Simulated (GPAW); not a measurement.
The system is GaSb.

```
Sb Ga
1.0
     0.00000    3.05900    3.05900
     3.05900    0.00000    3.05900
     3.05900    3.05900    0.00000
Sb Ga
1 1
Direct
  0.75000 0.75000 0.75000
  0.00000 0.00000 0.00000
```

Base run:

| Item | Value |
| --- | --- |
| Program | GPAW 26.7.0 |
| Functional | PBE |
| Potentials or basis | GPAW PAW data sets (gpaw-data 1.2.1) |
| Cutoff | 600 eV |
| Basis | pw |
| k mesh | 8 × 8 × 8 |
| Occupations | gaussian, width 0.021 eV |
| Spin | no spin polarisation |

Its results: band gap on the k mesh 0.09 eV, direct; pressure 2.3 GPa.

Task: The run is repeated on the same cell with these changes: functional from PBE to r2SCAN; occupations from gaussian, width 0.021 eV to fermi-dirac, width 0.05 eV. What comes out?

Result: Band gap on the k mesh 0.51 eV, direct; pressure 0.2 GPa.

Caveats: spin-orbit coupling is left out, which moves the levels of the heavy elements; the PAW data sets were made with another functional, which shifts forces and pressure a little (some runs).
